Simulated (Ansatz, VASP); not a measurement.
This is a calculation of Ta for VASP 6.6.1.

The input INCAR:

```
PREC = Accurate
ENCUT = 600
EDIFF = 1E-7
ISMEAR = -1
SIGMA = 0.05
LREAL = F
LASPH = T
NELM = 80
ALGO = Normal
ISIF = 3
LWAVE = F
LCHARG = F
GGA = PS
IBRION = 2
NSW = 80
EDIFFG = -0.005
```

File KPOINTS:

```
regular mesh
0
Gamma
  11 11 11
```

Contents of POSCAR:

```
Ta
1.0
   -1.6512800000      1.6512800000      1.6512800000
    1.6512800000     -1.6512800000      1.6512800000
    1.6512800000      1.6512800000     -1.6512800000
Ta
1
Direct
    0.0000000000      0.0000000000      0.0000000000
```

Potentials or basis: VASP PAW PBE potentials, release 64 (Ta_pv).

The run is started by

```sh
$ cat potpaw_PBE.64/Ta_pv/POTCAR > POTCAR
$ mpirun -np 1 vasp_std > vasp.out
```

Translate it to Ansatz 0.2.0. Potentials there: all-electron LAPW, scalar-relativistic.

As run (the cutoff follows the program's own potentials):

Contents of input.yaml:

```yaml
crystal:
  lattice:
    - [-1.65128, 1.65128, 1.65128]
    - [1.65128, -1.65128, 1.65128]
    - [1.65128, 1.65128, -1.65128]
  atoms:
    - { symbol: Ta, position: [0.0, 0.0, 0.0] }
kpoints:
  mp_grid: { grid: [11, 11, 11] }
scf:
  occupations: { method: fermi_dirac, width: 0.05 }
hamiltonian:
  xc: pbesol
  pseudopotentials: { kind: all_electron, lapw: { basis_error: 0.001 } }
output:
  forces: true
  stress: true
relax:
  f_tol: 0.005
  max_steps: 60
  cell: {}
```

Potentials or basis: all-electron LAPW, scalar-relativistic.

Command:

```console
$ ansatz run input.yaml --threads 1 --pin off --max-ram 3072MiB --backend cpu --events-out ev --progress --plain --runs-dir out
```

Both were run:

|  | VASP | Ansatz | Ansatz less VASP |
| --- | --- | --- | --- |
| relaxed volume (Å³/atom) | 17.65 | 17.62 | -0.025 |
| relaxed cell length with the largest relative difference (Å) | 2.841 | 2.839 | -0.0014 |
| energy change over the relaxation (meV/atom) | -5 | -5 | -0.6 |

Ansatz ran all-electron here, so the differences hold the error of VASP's frozen core and of both bases.

Caveats: the PAW data sets were made with another functional, which shifts forces and pressure a little (VASP). The runs have no spin-orbit coupling, so splittings on Ta are missing.
